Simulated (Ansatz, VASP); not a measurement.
# GaN in two plane-wave programs, part 2 of 2

Aim: how closely do two programs agree when they are given the same cell, functional and k mesh?

VASP 6.6.1 and Ansatz 0.2.0.

So far: The structure; Ansatz: G0W0 gap, PBE.

### Step 3. VASP: G0W0 gap, PBE

Level of this step: G0W0 on PBE; plane waves and PAW (Ga_d_GW, N_GW) (VASP).

The same cell, functional and mesh now go to VASP, with its own data sets and cutoff.

Lines of VASP's logs that name or quote its potential files are left out, and so is its time.

The run reads the wave functions of an earlier VASP run, which isn't shown here.

INCAR reads:

```
SYSTEM = GaN
PREC = Accurate
ENCUT = 450
ISMEAR = 0
SIGMA = 0.01
LREAL = .FALSE.
GGA = PE
NBANDS = 72
ALGO = EVGW0
NELMGW = 1
ENCUTGW = 120
NOMEGA = 64
PRECFOCK = Fast
NBANDSGW = 24
LWAVE = .FALSE.
LCHARG = .FALSE.
```

POSCAR reads:

```
GaN
1.0
    0.0000000000      2.2535006075      2.2535006075
    2.2535006075      0.0000000000      2.2535006075
    2.2535006075      2.2535006075      0.0000000000
Ga N
1 1
Direct
    0.0000000000      0.0000000000      0.0000000000
    0.2500000000      0.2500000000      0.2500000000
```

KPOINTS reads:

```
Automatic mesh
0
Gamma
4 4 4
0 0 0
```

PAW data sets: Ga_d_GW and N_GW (PBE family, release 64).

Command:

```sh
mpirun -np 8 vasp_std
```

Numbers of over 12 decimals in the logs are rounded to 6 here.

Output:

```text
[banner, memory and clock lines left out]
running    8 mpi-ranks, on    1 nodes
 distrk:  each k-point on    8 cores,    1 groups
 distr:  one band on    1 cores,    8 groups

 POSCAR found type information on POSCAR GaN
 POSCAR found :  2 types and       2 ions
|                                                                             |
|           W    W    AA    RRRRR   N    N  II  N    N   GGGG   !!!           |
|           W    W   A  A   R    R  NN   N  II  NN   N  G    G  !!!           |
|           W    W  A    A  R    R  N N  N  II  N N  N  G       !!!           |
|           W WW W  AAAAAA  RRRRR   N  N N  II  N  N N  G  GGG   !            |
|           WW  WW  A    A  R   R   N   NN  II  N   NN  G    G                |
|           W    W  A    A  R    R  N    N  II  N    N   GGGG   !!!           |
|                                                                             |
|     For optimal performance we recommend to set                             |
|       NCORE = 2 up to number-of-cores-per-socket                            |
|     NCORE specifies how many cores store one orbital (NPAR=cpu/NCORE).      |
|     This setting can greatly improve the performance of VASP for DFT.       |
|     The default, NCORE=1 might be grossly inefficient on modern             |
|     multi-core architectures or massively parallel machines. Do your        |
|     Unfortunately you need to use the default for GW and RPA                |
|     calculations (for HF NCORE is supported but not extensively tested      |
|     yet).                                                                   |
|                                                                             |

|                                                                             |
|           W    W    AA    RRRRR   N    N  II  N    N   GGGG   !!!           |
|           W    W   A  A   R    R  NN   N  II  NN   N  G    G  !!!           |
|           W    W  A    A  R    R  N N  N  II  N N  N  G       !!!           |
|           W WW W  AAAAAA  RRRRR   N  N N  II  N  N N  G  GGG   !            |
|           WW  WW  A    A  R   R   N   NN  II  N   NN  G    G                |
|           W    W  A    A  R    R  N    N  II  N    N   GGGG   !!!           |
|                                                                             |
|     The default for ENCUTGWSOFT is different in this version of VASP.       |
|     please manually set ENCUTGWSOFT =120 in the INCAR file.                 |
|                                                                             |

 LDA part: xc-table for (Slater+PW92), standard interpolation
 found WAVECAR, reading the header
 POSCAR, INCAR and KPOINTS ok, starting setup
 FFT: planning ... GRIDC
 FFT: planning ... GRID_SOFT
 FFT: planning ... GRID
 reading WAVECAR
 the WAVECAR file was read successfully
 initial charge from wavefunction
 available memory per node:     86.57 GB, setting MAXMEM to     88643

 The Fermi energy was updated, please check that it is located mid-gap
 values below the HOMO (VB) or above the LUMO (CB) will cause erroneous energies
 E-fermi :   5.9930

 calculate exact exchange contribution
 the WAVEDER file was read successfully
energies w=
    0.000    0.000    0.555    0.000    1.110    0.000    1.661    0.000
    2.209    0.000    2.752    0.000    3.290    0.000    3.822    0.000
    4.347    0.000    4.865    0.000    5.375    0.000    5.879    0.000
    6.376    0.000    6.866    0.000    7.350    0.000    7.828    0.000
    8.301    0.000    8.770    0.000    9.236    0.000    9.699    0.000
   10.160    0.000   10.620    0.000   11.081    0.000   11.543    0.000
   12.008    0.000   12.476    0.000   12.949    0.000   13.428    0.000
   13.916    0.000   14.412    0.000   14.920    0.000   15.441    0.000
   15.977    0.000   16.530    0.000   17.104    0.000   17.700    0.000
   18.322    0.000   18.973    0.000   19.658    0.000   20.382    0.000
   21.150    0.000   21.968    0.000   22.845    0.000   23.787    0.000
   24.808    0.000   25.919    0.000   27.135    0.000   28.475    0.000
   29.963    0.000   31.628    0.000   33.505    0.000   35.642    0.000
   38.099    0.000   40.959    0.000   44.331    0.000   48.369    0.000
   53.291    0.000   59.423    0.000   67.269    0.000   77.657    0.000
   92.039    0.000  113.235    0.000  147.514    0.000  212.217    0.000
 responsefunction array rank=      80
 LDA part: xc-table for (Slater+PW92), standard interpolation

 min. memory requirement per mpi rank     66.4 MB, per node    531.3 MB

 allocating   8 responsefunctions rank=    80
 shmem allocating  64 responsefunctions rank=    80
 response function shared by NCSHMEM nodes    1
 Doing            8  frequencies on each core in blocks of           64
NQ=   1    0.0000    0.0000    0.0000,
|.........|.........|.........|.........|.........|.........|.........|.........
 performed        100000 updates of chi_q(r,r)
 total number of BLAS operations          3.39 Gflops
NQ=   2    0.2500    0.0000    0.0000,
|.........|.........|.........|.........|.........|.........|.........|.........
 performed        296000 updates of chi_q(r,r)
 total number of BLAS operations         10.05 Gflops
NQ=   3    0.5000    0.0000    0.0000,
|.........|.........|.........|.........|.........|.........|.........|.........
 performed        465000 updates of chi_q(r,r)
 total number of BLAS operations         16.68 Gflops
NQ=   4    0.2500    0.2500    0.0000,
|.........|.........|.........|.........|.........|.........|.........|.........
 performed        661000 updates of chi_q(r,r)
 total number of BLAS operations         22.36 Gflops
NQ=   5    0.5000    0.2500    0.0000,
|.........|.........|.........|.........|.........|.........|.........|.........
 performed        934000 updates of chi_q(r,r)
 total number of BLAS operations         34.00 Gflops
NQ=   6   -0.2500    0.2500    0.0000,
|.........|.........|.........|.........|.........|.........|.........|.........
 performed       1179000 updates of chi_q(r,r)
 total number of BLAS operations         42.81 Gflops
NQ=   7    0.5000    0.5000    0.0000,
|.........|.........|.........|.........|.........|.........|.........|.........
 performed       1327000 updates of chi_q(r,r)
 total number of BLAS operations         47.68 Gflops
NQ=   8   -0.2500    0.5000    0.2500,
|.........|.........|.........|.........|.........|.........|.........|.........
 performed       1517000 updates of chi_q(r,r)
 total number of BLAS operations         54.71 Gflops
 resolving degeneracies of screened two electron integrals

 calculate QP shifts <psi_nk| G(iteration)W_0 |psi_nk>: iteration 1
 entering main loop
```

From OUTCAR (step 3):

```text
ion  position               nearest neighbor table
   1  0.000  0.000  0.000-   2 1.95   2 1.95   2 1.95   2 1.95
   2  0.250  0.250  0.250-   1 1.95   1 1.95   1 1.95   1 1.95

  LATTYP: Found a face centered cubic cell.
 ALAT       =     4.5070012150

 Subroutine GETGRP returns: Found 24 space group operations
 (whereof 24 operations were pure point group operations)

The static configuration has the point symmetry T_d .

 Found      8 irreducible k-points:

   k-points           NKPTS =      8   k-points in BZ     NKDIM =     64   number of bands    NBANDS=     72

   dimension x,y,z NGX =    24 NGY =   24 NGZ =   24
   dimension x,y,z NGXF=    48 NGYF=   48 NGZF=   48

   ENCUT  =  450.0 eV  33.07 Ry    5.75 a.u.   5.51  5.51  5.51*2*pi/ulx,y,z

   NELECT =      18.0000    total number of electrons

  energy-cutoff  :      450.00
  volume of cell :       22.89
      direct lattice vectors                 reciprocal lattice vectors
     0.000000000  2.253500607  2.253500607    -0.221877020  0.221877020  0.221877020
     2.253500607  0.000000000  2.253500607     0.221877020 -0.221877020  0.221877020
     2.253500607  2.253500607  0.000000000     0.221877020  0.221877020 -0.221877020

 k-points in reciprocal lattice and weights: Automatic mesh
   0.00000000  0.00000000  0.00000000       0.016
   0.25000000  0.00000000  0.00000000       0.125
   0.50000000  0.00000000  0.00000000       0.062
   0.25000000  0.25000000  0.00000000       0.094
   0.50000000  0.25000000  0.00000000       0.375
  -0.25000000  0.25000000  0.00000000       0.188
   0.50000000  0.50000000  0.00000000       0.047
  -0.25000000  0.50000000  0.25000000       0.094

 E-fermi :   5.9930

 QP shifts <psi_nk| G(iteration)W_0 |psi_nk>: iteration 1
 for sc-GW calculations column KS-energies equals QP-energies in previous step
 and V_xc(KS)=  KS-energies - (<T + V_ion + V_H > + <T+V_H+V_ion>^1  + <V_x>^1)
 k-point   1 :       0.0000    0.0000    0.0000
  band No.  KS-energies  QP-energies   sigma(KS)   V_xc(KS)     V^pw_x(r,r')   Z            occupation Imag(sigma)
    ...
      6      -8.0792     -11.1573     -26.0686     -21.8068     -35.1914       0.7223       2.0000       0.1493
      7       5.1406       4.7522     -18.2462     -17.7294     -21.5295       0.7515       2.0000       0.0745
      8       5.1406       4.7522     -18.2462     -17.7294     -21.5295       0.7515       2.0000       0.0745
      9       5.1406       4.7522     -18.2462     -17.7294     -21.5295       0.7515       2.0000       0.0745
     10       6.8453       7.4686     -12.5510     -13.3575      -8.7499       0.7728       0.0000      -0.0686
     11      15.3934      16.0778     -10.5368     -11.4239      -5.3195       0.7715       0.0000      -0.1183
     12      15.3934      16.0778     -10.5368     -11.4239      -5.3195       0.7715       0.0000      -0.1183
     13      15.3934      16.0778     -10.5368     -11.4239      -5.3195       0.7715       0.0000      -0.1183
    ...

 k-point   2 :       0.2500    0.0000    0.0000
  band No.  KS-energies  QP-energies   sigma(KS)   V_xc(KS)     V^pw_x(r,r')   Z            occupation Imag(sigma)
    ...
      6      -8.0177     -10.6950     -24.1703     -20.4368     -33.0106       0.7171       2.0000       0.3009
      7       1.2679       0.5499     -16.1339     -15.1516     -19.9361       0.7310       2.0000       0.1140
      8       4.6193       4.1767     -17.8116     -17.2217     -21.1445       0.7504       2.0000       0.0771
      9       4.6193       4.1767     -17.8116     -17.2217     -21.1445       0.7504       2.0000       0.0771
     10       9.1848       9.9299     -12.7145     -13.6880      -8.5462       0.7653       0.0000      -0.0783
     11      13.8967      14.6964     -11.7659     -12.8257      -6.6529       0.7545       0.0000      -0.1185
     12      15.8510      16.5304     -10.7709     -11.6619      -5.4303       0.7625       0.0000      -0.1390
     13      15.8510      16.5304     -10.7709     -11.6619      -5.4303       0.7625       0.0000      -0.1390
    ...

 k-point   3 :       0.5000    0.0000    0.0000
  band No.  KS-energies  QP-energies   sigma(KS)   V_xc(KS)     V^pw_x(r,r')   Z            occupation Imag(sigma)
    ...
      6      -6.8008      -8.9868     -22.9645     -19.9090     -31.4122       0.7154       2.0000       0.3965
      7      -1.9214      -2.7189     -14.0981     -12.9728     -18.6141       0.7087       2.0000       0.2584
      8       4.1709       3.6867     -17.4966     -16.8498     -20.8972       0.7488       2.0000       0.0804
      9       4.1709       3.6867     -17.4966     -16.8498     -20.8972       0.7488       2.0000       0.0804
     10       9.7499      10.4661     -11.6364     -12.5594      -7.2095       0.7759       0.0000      -0.0824
     11      13.8566      14.6882     -12.9542     -14.0994      -7.5298       0.7262       0.0000      -0.1415
     12      15.4497      16.0317     -10.6139     -11.3706      -5.4401       0.7692       0.0000      -0.1325
     13      15.4497      16.0317     -10.6139     -11.3706      -5.4401       0.7692       0.0000      -0.1325
    ...

 k-point   4 :       0.2500    0.2500    0.0000
  band No.  KS-energies  QP-energies   sigma(KS)   V_xc(KS)     V^pw_x(r,r')   Z            occupation Imag(sigma)
    ...
      6      -7.8785     -10.5144     -24.0149     -20.3452     -32.7843       0.7183       2.0000       0.3031
      7       1.6976       1.0304     -16.7114     -15.8070     -20.4692       0.7378       2.0000       0.1053
      8       3.6483       3.0929     -17.0226     -16.2782     -20.4573       0.7461       2.0000       0.0828
      9       3.6483       3.0929     -17.0226     -16.2782     -20.4573       0.7461       2.0000       0.0828
     10       9.6969      10.3220     -12.4629     -13.2794      -8.2896       0.7656       0.0000      -0.0814
     11      12.4985      13.3277     -11.2166     -12.2850      -6.3876       0.7761       0.0000      -0.0955
     12      16.7167      17.0028     -10.0228     -10.3974      -4.8103       0.7639       0.0000      -0.1668
     13      17.0930      17.9018     -11.6729     -12.7580      -5.8734       0.7454       0.0000      -0.2005
    ...

[... 4 further parts left out ...]
```

### Step 4. Differences

Known differences besides the potentials themselves: the two programs' PAW sets differ in cores and partial waves; the cutoff is 420 eV in Ansatz and 450 eV in VASP; VASP leaves aspherical gradient terms in its spheres out (LASPH is not set), Ansatz keeps them; Ansatz integrates over frequency by contour deformation, VASP on a grid of NOMEGA points. Total energies have different zeros and are not compared.

Compared:

```csv
quantity,Ansatz,VASP,difference
G0W0 gap on the mesh (eV),2.68,2.72,-0.03
PBE gap under it (eV),1.70,1.70,-0.01
```

### Step 5. Results

* difference in G0W0 gap on the mesh (G0W0 gap, PBE): -0.032 eV

In words: The difference in G0W0 gap on the mesh is -0.032 eV (G0W0 gap, PBE), within the 0.15 eV picked in this series as the mark of a large difference. How closely two codes agree says nothing of how well the functional describes the real material.

[Lines on the potential files, build, host, timing and source positions are cut from VASP's logs without a mark.]

[Logs are printed without paths, hosts, clocks, repeated set-up lines and the standing remarks that a program may print on its own settings, such as how far it seeks lower states.]

[Hosts, paths, dates, database ids (printed as entryN), source tags and the programs' standing remarks are cut or masked in the printed files.]
